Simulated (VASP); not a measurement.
## Mg: single point with PBE

Mg:

```
CELL_PARAMETERS angstrom
3.20930 0.00000 0.00000
-1.60465 2.77934 0.00000
0.00000 0.00000 5.21030
ATOMIC_POSITIONS crystal
Mg 0.66667 0.33333 0.75000
Mg 0.33333 0.66667 0.25000
```

| Item | Value |
| --- | --- |
| Program | VASP 6.6.1 |
| Task | single point |
| Functional | PBE |
| Potentials or basis | VASP PAW PBE potentials, release 64 (Mg) |
| Cutoff | 520 eV |
| k mesh | 10 × 10 × 5 |
| Occupations | gaussian, width 0.012 eV |
| Spin | no spin polarisation |
| Further INCAR settings | ALGO = Normal; EDIFF = 1e-06; NBANDS = 9 |

```
Pressure               : -0.6 GPa
Band gap on the k mesh : none (metal or under the smearing width)
```

Stress tensor (GPa, compression positive):
```
-0.84  0.00  0.00
 0.00 -0.84  0.00
 0.00  0.00 -0.06
```

Levels at points of the mesh, in eV from the Fermi level:
| k point | band 1 | band 2 | band 3 | band 4 | band 5 | band 6 |
| --- | --- | --- | --- | --- | --- | --- |
| (0.00, 0.00, 0.00) | -6.87 | -1.65 | -1.23 | 10.88 | 10.88 | 10.97 |
| (0.50, 0.00, 0.00) | -2.11 | -2.11 | 2.66 | 3.03 | 3.26 | 3.67 |

Run time: 19 s on 1 thread of AMD EPYC 7571, with other jobs on the host, peak memory 0.13 GiB.
